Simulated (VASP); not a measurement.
# CaB6 (Pm-3m) in VASP: band structure with HSE06

Aim: the band structure of CaB6 with HSE06.

All numbers are computed with VASP 6.6.1; they aren't measurements. Logs are shortened: lines on timing, memory, paths and dates and some standing lists are left out, and cuts for length are marked.

**What was measured.**

“Bulk Band Gaps in Divalent Hexaborides”, 2001, arxiv:cond-mat/0107429 reports, for a bulk crystal of CaB6: band gap 1.15 eV.

The results are compared with them further down.

### 1 The structure

The structure is cubic, space group Pm-3m (No. 221). Conventional cell: a = 4.145 Å, b = 4.145 Å, c = 4.145 Å, α = 90.00°, β = 90.00°, γ = 90.00°. Ca (site symmetry m-3m) has 24 B at 3.05 Å as nearest neighbours. B (site symmetry 4mm) has 5 B at 1.72 Å as nearest neighbours.

### 2 Band structure, HSE06

Input file POSCAR:

```
CaB6
1.0
    4.1450000000      0.0000000000      0.0000000000
    0.0000000000      4.1450000000      0.0000000000
    0.0000000000      0.0000000000      4.1450000000
Ca B
1 6
Direct
    0.5000000000      0.5000000000      0.5000000000
    0.0000000000      0.0000000000      0.2930000000
    0.0000000000      0.0000000000      0.7070000000
    0.2930000000      0.0000000000      0.0000000000
    0.7070000000      0.0000000000      0.0000000000
    0.0000000000      0.2930000000      0.0000000000
    0.0000000000      0.7070000000      0.0000000000
```

Input file INCAR.step1:

```
SYSTEM = CaB6
PREC = Accurate
ENCUT = 520
EDIFF = 1E-5
ISMEAR = 0
SIGMA = 0.02
LREAL = .False.
LASPH = .True.
NELM = 60
ALGO = Normal
ISIF = 2
LWAVE = .True.
LCHARG = .False.
GGA = PE
```

Input file INCAR.step2:

```
SYSTEM = CaB6
PREC = Accurate
ENCUT = 520
EDIFF = 1E-6
ISMEAR = 0
SIGMA = 0.02
LREAL = .False.
LASPH = .True.
NELM = 60
ALGO = Normal
ISIF = 2
LWAVE = .False.
LCHARG = .False.
GGA = PE
LHFCALC = .True.
HFSCREEN = 0.2
PRECFOCK = Fast
ISTART = 1
```

Input file KPOINTS:

```
regular mesh
0
Gamma
  4 4 4
  0 0 0
```

Input file KPOINTS_OPT:

```
path GXMGRX,MR
8
line-mode
reciprocal
 0.0000000000  0.0000000000  0.0000000000  G
 0.0000000000  0.5000000000  0.0000000000  X

 0.0000000000  0.5000000000  0.0000000000  X
 0.5000000000  0.5000000000  0.0000000000  M

 0.5000000000  0.5000000000  0.0000000000  M
 0.0000000000  0.0000000000  0.0000000000  G

 0.0000000000  0.0000000000  0.0000000000  G
 0.5000000000  0.5000000000  0.5000000000  R

 0.5000000000  0.5000000000  0.5000000000  R
 0.0000000000  0.5000000000  0.0000000000  X

 0.5000000000  0.5000000000  0.0000000000  M
 0.5000000000  0.5000000000  0.5000000000  R
```

Potentials or basis: VASP PAW PBE potentials, release 64 (Ca_sv, B).

Started as:

```
> cat potpaw_PBE.64/Ca_sv/POTCAR potpaw_PBE.64/B/POTCAR > POTCAR
> cp INCAR.step1 INCAR
> mpirun -np 1 vasp_std > vasp.out
> cp INCAR.step2 INCAR
> mpirun -np 1 vasp_std > vasp.out
```

OUTCAR:

```text
SYSTEM = CaB6
   PREC = Accurate
   ENCUT = 520
   EDIFF = 1E-6
   ISMEAR = 0
   LREAL = .False.
   LASPH = .True.
   NELM = 60
   ISIF = 2
   GGA = PE
   LHFCALC = .True.
   HFSCREEN = 0.2
   PRECFOCK = Fast
   ISTART = 1

 ion  position               nearest neighbor table
   1  0.500  0.500  0.500-
   2  0.000  0.000  0.293-   3 1.72   4 1.72   5 1.72   6 1.72   7 1.72
   3  0.000  0.000  0.707-   2 1.72   4 1.72   5 1.72   6 1.72   7 1.72
   4  0.293  0.000  0.000-   5 1.72   3 1.72   2 1.72   6 1.72   7 1.72
   5  0.707  0.000  0.000-   4 1.72   3 1.72   2 1.72   6 1.72   7 1.72
   6  0.000  0.293  0.000-   7 1.72   3 1.72   4 1.72   5 1.72   2 1.72
   7  0.000  0.707  0.000-   6 1.72   3 1.72   4 1.72   5 1.72   2 1.72

  LATTYP: Found a simple cubic cell.
 ALAT       =     4.1450000000

  Lattice vectors:

 A1 = (   4.1450000000,   0.0000000000,   0.0000000000)
 A2 = (   0.0000000000,   4.1450000000,   0.0000000000)
 A3 = (   0.0000000000,   0.0000000000,   4.1450000000)

Analysis of symmetry for initial positions (statically):
=====================================================================
 Subroutine PRICEL returns:
 Original cell was already a primitive cell.

 Routine SETGRP: Setting up the symmetry group for a
 simple cubic supercell.

 Subroutine GETGRP returns: Found 48 space group operations
 (whereof 48 operations were pure point group operations)
 out of a pool of 48 trial point group operations.

The static configuration has the point symmetry O_h .

Analysis of symmetry for dynamics (positions and initial velocities):
=====================================================================
 Subroutine PRICEL returns:
 Original cell was already a primitive cell.

 Routine SETGRP: Setting up the symmetry group for a
 simple cubic supercell.

 Subroutine GETGRP returns: Found 48 space group operations
 (whereof 48 operations were pure point group operations)
 out of a pool of 48 trial point group operations.

The dynamic configuration has the point symmetry O_h .

 Subroutine INISYM returns: Found 48 space group operations
 (whereof 48 operations are pure point group operations),
 and found     1 'primitive' translations

----------------------------------------------------------------------------------------

                                     Primitive cell

  volume of cell :      71.2153

  direct lattice vectors                    reciprocal lattice vectors
     4.145000000  0.000000000  0.000000000     0.241254524  0.000000000  0.000000000
     0.000000000  4.145000000  0.000000000     0.000000000  0.241254524  0.000000000
     0.000000000  0.000000000  4.145000000     0.000000000  0.000000000  0.241254524

  length of vectors
     4.145000000  4.145000000  4.145000000     0.241254524  0.241254524  0.241254524

  position of ions in fractional coordinates (direct lattice)
     0.500000000  0.500000000  0.500000000
     0.000000000  0.000000000  0.293000000
     0.000000000  0.000000000  0.707000000
     0.293000000  0.000000000  0.000000000
     0.707000000  0.000000000  0.000000000
     0.000000000  0.293000000  0.000000000
     0.000000000  0.707000000  0.000000000

  ion indices of the primitive-cell ions
   primitive index   ion index
                 1           1
                 2           2
                 3           3
                 4           4
                 5           5
                 6           6
                 7           7

----------------------------------------------------------------------------------------

 KPOINTS: regular mesh

Automatic generation of k-mesh.
 Grid dimensions read from file:
 generate k-points for:    4    4    4

 Generating k-lattice:

  Cartesian coordinates                     Fractional coordinates (reciprocal lattice)
     0.060313631  0.000000000  0.000000000     0.250000000  0.000000000  0.000000000
     0.000000000  0.060313631  0.000000000     0.000000000  0.250000000  0.000000000
     0.000000000  0.000000000  0.060313631     0.000000000  0.000000000  0.250000000

  Length of vectors
     0.060313631  0.060313631  0.060313631

  Shift w.r.t. Gamma in fractional coordinates (k-lattice)
     0.000000000  0.000000000  0.000000000

 Subroutine IBZKPT returns following result:
 ===========================================

 Found     10 irreducible k-points:

 Following reciprocal coordinates:
            Coordinates               Weight
  0.000000  0.000000  0.000000      1.000000
  0.250000  0.000000  0.000000      6.000000
  0.500000  0.000000  0.000000      3.000000
  0.250000  0.250000  0.000000     12.000000
  0.500000  0.250000  0.000000     12.000000
  0.500000  0.500000  0.000000      3.000000
  0.250000  0.250000  0.250000      8.000000
  0.500000  0.250000  0.250000     12.000000
  0.500000  0.500000  0.250000      6.000000
  0.500000  0.500000  0.500000      1.000000
   k-points           NKPTS =     10   k-points in BZ     NKDIM =     64   number of bands    NBANDS=     18
   number of dos      NEDOS =    301   number of ions     NIONS =      7
   total plane-waves  NPLWV =  32768
   dimension x,y,z NGX =    32 NGY =   32 NGZ =   32
   dimension x,y,z NGXF=    64 NGYF=   64 NGZF=   64
   ions per type =               1   6
   NGX,Y,Z   is equivalent  to a cutoff of  12.83, 12.83, 12.83 a.u.
   NGXF,Y,Z  is equivalent  to a cutoff of  25.67, 25.67, 25.67 a.u.
 SYSTEM =  CaB6
   PREC   = accura    normal or accurate (medium, high low for compatibility)
   ISTART =      1    job   : 0-new  1-cont  2-samecut
   ICHARG =      0    charge: 1-file 2-atom 10-const
   ISPIN  =      1    spin polarized calculation?
   LNONCOLLINEAR =      F non collinear calculations
   LSORBIT =      F    spin-orbit coupling
   LASPH  =      T    aspherical Exc in radial PAW
   ENCUT  =  520.0 eV  38.22 Ry    6.18 a.u.   7.71  7.71  7.71*2*pi/ulx,y,z
   NELM   =     60;   NELMIN=  2; NELMDL=  0     # of ELM steps
   EDIFF  = 0.1E-05   stopping-criterion for ELM
   LREAL  =      F    real-space projection
   EDIFFG = 0.1E-04   stopping-criterion for IOM
   NSW    =      0    number of steps for IOM
   IBRION =     -1    ionic relax: 0-MD 1-quasi-New 2-CG
   NFREE  =      0    steps in history (QN), initial steepest desc. (CG)
   ISIF   =      2    stress and relaxation
   ISYM   =      3    0-nonsym 1-usesym 2-fastsym
   POTIM  = 0.5000    time-step for ionic-motion
   TEBEG  =    0.0;   TEEND  =   0.0 temperature during run
   PSTRESS=    0.0 pullay stress
   NELECT =      28.0000    total number of electrons
   NUPDOWN=      -1.0000    fix difference up-down
   EMIN   =  10.00;   EMAX   =-10.00  energy-range for DOS
   EFERMI =   0.00;   METHOD = LEGACY
   ISMEAR =     0;   SIGMA  =   0.02  broadening in eV -4-tet -1-fermi 0-gaus
   EFERMI_NEDOS =   21; number of points for ismear=-14 and -15
   IALGO  =     38    algorithm
   IMIX   =      1    mixing-type and parameters
     AMIX     =   0.40;   BMIX     =  1.00
     AMIX_MAG =   1.60;   BMIX_MAG =  1.00
  volume/ion in A,a.u.               =      10.17        68.65
  Fermi-wavevector in a.u.,A,eV,Ry     =   1.199323  2.266393 19.570302  1.438377
  Thomas-Fermi vector in A             =   2.335189
   LORBIT       =      0    0 simple, 1 ext, 2 COOP (PROOUT), +10 PAW based schemes
   GGA     = PE    functional components
   LHFCALC =     T    Hartree Fock is set to
   PRECFOCK=fast      Normal, Fast or Accurate (Low or Medium for compatibility)
   ENCUT4O =  -1.0   cutoff for four orbital integrals eV
   NKREDX  =     1    reduce k-point grid by
   NKREDY  =     1    reduce k-point grid by
   NKREDZ  =     1    reduce k-point grid by
   AEXX    =    0.2500 exact exchange contribution
   HFSCREEN=    0.2000 screening length (either q_TF or 0.3 A-1)
   HFSCREENC=   0.2000 screening length for correlation (either q_TF or 0.3 A-1)
   ENCUTFOCK=  -1.0 apply spherical cutoff to Coloumb kernel
   IVDW    =     0    specifies the selected vdW correction
   LEPSILON=     F    determine dielectric tensor
   LRPA    =     F    only Hartree local field effects (RPA)
 non-spin polarized calculation
 Gauss-broadening in eV      SIGMA  =   0.02
  energy-cutoff  :      520.00
  volume of cell :       71.22
 maximum number of plane-waves:      1936
 NGX is ok and might be reduce to    32
  NGX = 18; NGY = 18; NGZ = 18

 number of electron      28.0000006 magnetization

 Free energy of the ion-electron system (eV)
  ---------------------------------------------------
  ext. energy  EPLUGINS =         0.00000000
  ---------------------------------------------------
  free energy    TOTEN  =       -49.28749963 eV

  energy without entropy =      -49.28749963  energy(sigma->0) =      -49.28749963

 E-fermi :   4.3697     XC(G=0):  -8.6993

 val. band max:        4.1586037931   @ k =   0.5000   0.0000   0.0000
 cond. band min:       4.9485318116   @ k =   0.5000   0.0000   0.0000
 fundamental gap:      0.7899280185
 Fermi energy:         4.3697380849

 k-point     1 :       0.0000    0.0000    0.0000
  band No.  band energies     occupation
      1     -40.2307      2.00000
      2     -19.7425      2.00000
      3     -19.7425      2.00000
      4     -19.7425      2.00000
      5     -12.0898      2.00000
      6      -3.4671      2.00000
[... 10 lines left out ...]
     17       8.1816      0.00000
     18       8.8379      0.00000

 k-point     2 :       0.2500    0.0000    0.0000
  band No.  band energies     occupation
      1     -40.2294      2.00000
      2     -19.7752      2.00000
      3     -19.7386      2.00000
      4     -19.7386      2.00000
      5     -11.9014      2.00000
      6      -5.3801      2.00000
[... 10 lines left out ...]
     17       8.8805      0.00000
     18       9.1892      0.00000

 k-point     3 :       0.5000    0.0000    0.0000
  band No.  band energies     occupation
      1     -40.2282      2.00000
      2     -19.8076      2.00000
      3     -19.7348      2.00000
      4     -19.7348      2.00000
      5     -11.6856      2.00000
      6      -6.3358      2.00000
[... 10 lines left out ...]
     17       8.5512      0.00000
     18       8.9657      0.00000

 k-point     4 :       0.2500    0.2500    0.0000
  band No.  band energies     occupation
      1     -40.2282      2.00000
      2     -19.7717      2.00000
      3     -19.7672      2.00000
      4     -19.7347      2.00000
      5     -11.7498      2.00000
      6      -5.2969      2.00000
[... 81 lines left out ...]
      4     -19.7580      2.00000
      5     -11.4615      2.00000
      6      -5.7602      2.00000
[... 10 lines left out ...]
     17       9.5777      0.00000
     18      10.3559      0.00000

 k-point     9 :       0.5000    0.5000    0.2500
  band No.  band energies     occupation
      1     -40.2245      2.00000
      2     -19.7869      2.00000
      3     -19.7869      2.00000
      4     -19.7542      2.00000
      5     -11.3304      2.00000
      6      -5.4585      2.00000
[... 10 lines left out ...]
     17       9.9377      0.00000
     18       9.9572      0.00000

 k-point    10 :       0.5000    0.5000    0.5000
  band No.  band energies     occupation
      1     -40.2233      2.00000
      2     -19.7814      2.00000
      3     -19.7814      2.00000
      4     -19.7814      2.00000
      5     -11.1839      2.00000
      6      -5.2965      2.00000
[... 10 lines left out ...]
     17      10.5320      0.00000
     18      10.5333      0.00000

------------------------ aborting loop because EDIFF is reached ----------------------------------------

  FORCE on cell =-STRESS in cart. coord.  units (eV):
  Direction    XX          YY          ZZ          XY          YZ          ZX
  --------------------------------------------------------------------------------------
  -------------------------------------------------------------------------------------
  Total        0.3040957      0.3040957      0.3040957      0.0000000      0.0000000     -0.0000000
  in kB        6.8414353      6.8414353      6.8414353      0.0000000      0.0000000     -0.0000000
  external PRESSURE =       6.8414353 kB  Pullay stress =       0.0000000 kB

 VOLUME and BASIS-vectors are now :
 -----------------------------------------------------------------------------
  energy-cutoff  :      520.00
  volume of cell :       71.22
      direct lattice vectors                 reciprocal lattice vectors
     4.145000000  0.000000000  0.000000000     0.241254524  0.000000000  0.000000000
     0.000000000  4.145000000  0.000000000     0.000000000  0.241254524  0.000000000
     0.000000000  0.000000000  4.145000000     0.000000000  0.000000000  0.241254524

 POSITION                                       TOTAL-FORCE (eV/Angst)
 -----------------------------------------------------------------------------------
      2.07250      2.07250      2.07250         0.000000      0.000000     -0.000000
      0.00000      0.00000      1.21448         0.000000      0.000000      1.176357
      0.00000      0.00000      2.93052         0.000000      0.000000     -1.176357
      1.21448      0.00000      0.00000         1.176357      0.000000     -0.000000
      2.93052      0.00000      0.00000        -1.176357      0.000000     -0.000000
      0.00000      1.21448      0.00000         0.000000      1.176357     -0.000000
      0.00000      2.93052      0.00000         0.000000     -1.176357     -0.000000
 -----------------------------------------------------------------------------------
    total drift:                                0.000000     -0.000000     -0.000000

  FREE ENERGIE OF THE ION-ELECTRON SYSTEM (eV)
  ---------------------------------------------------
  free  energy   TOTEN  =       -49.2874996307 eV

  energy  without entropy=      -49.2874996307  energy(sigma->0) =      -49.28749963
```

Run time: 20 min. Hardware: 1 thread of Intel Xeon 6975P-C (Granite Rapids), shared host; peak memory 0.3 GiB.

What came out:

```yaml
Free_energy: -49.2875 eV
Pressure: 0.7 GPa
Largest_force: 1.176 eV/Å
Band_gap_on_the_k_mesh: 0.79 eV, direct
Band_gap_along_the_path: 0.79 eV, direct
```

Forces in eV/Å, atoms in the order of the input:
```
Ca   0.000  0.000  0.000
B    0.000  0.000  1.176
B    0.000  0.000 -1.176
B    1.176  0.000  0.000
B   -1.176  0.000  0.000
B    0.000  1.176  0.000
B    0.000 -1.176  0.000
```

Levels at the corners of the path, in eV from the valence-band top:
| point | band 10 | band 11 | band 12 | band 13 | band 14 | band 15 | band 16 | band 17 | band 18 |
| --- | --- | --- | --- | --- | --- | --- | --- | --- | --- |
| Γ | -5.66 | -5.66 | -0.37 | -0.37 | -0.37 | 4.02 | 4.02 | 4.03 | 4.68 |
| X | -5.23 | -2.53 | -2.53 | -1.84 | 0.00 | 0.79 | 4.39 | 4.44 | 5.01 |
| X | -5.23 | -2.53 | -2.53 | -1.84 | 0.00 | 0.79 | 4.39 | 4.39 | 5.00 |
| M | -5.28 | -2.83 | -2.83 | -1.52 | -1.52 | 4.04 | 4.04 | 5.44 | 5.66 |
| M | -5.28 | -2.83 | -2.83 | -1.52 | -1.52 | 4.04 | 4.04 | 5.44 | 5.67 |
| Γ | -5.66 | -5.66 | -0.37 | -0.37 | -0.37 | 4.02 | 4.02 | 4.07 | 4.68 |
| Γ | -5.66 | -5.66 | -0.37 | -0.37 | -0.37 | 4.02 | 4.02 | 4.08 | 4.68 |
| R | -4.67 | -4.67 | -1.17 | -1.17 | -1.17 | 5.14 | 6.14 | 6.33 | 6.37 |
| R | -4.67 | -4.67 | -1.17 | -1.17 | -1.17 | 5.14 | 6.14 | 6.33 | 6.37 |
| X | -5.23 | -2.53 | -2.53 | -1.84 | 0.00 | 0.79 | 4.39 | 4.41 | 4.94 |
| M | -5.28 | -2.83 | -2.83 | -1.52 | -1.52 | 4.04 | 4.04 | 5.44 | 5.75 |
| R | -4.67 | -4.67 | -1.17 | -1.17 | -1.17 | 5.14 | 6.17 | 6.34 | 6.37 |

Caveat: the PAW data sets were made with another functional, which shifts forces and pressure a little.

### 3 Comparison with measurements

Step 2. Measured gap of CaB6: 1.15 eV (“Bulk Band Gaps in Divalent Hexaborides”, 2001, arxiv:cond-mat/0107429). This calculation gives 0.79 eV (-0.36 eV). The value is that of HSE06, without temperature or zero-point motion.
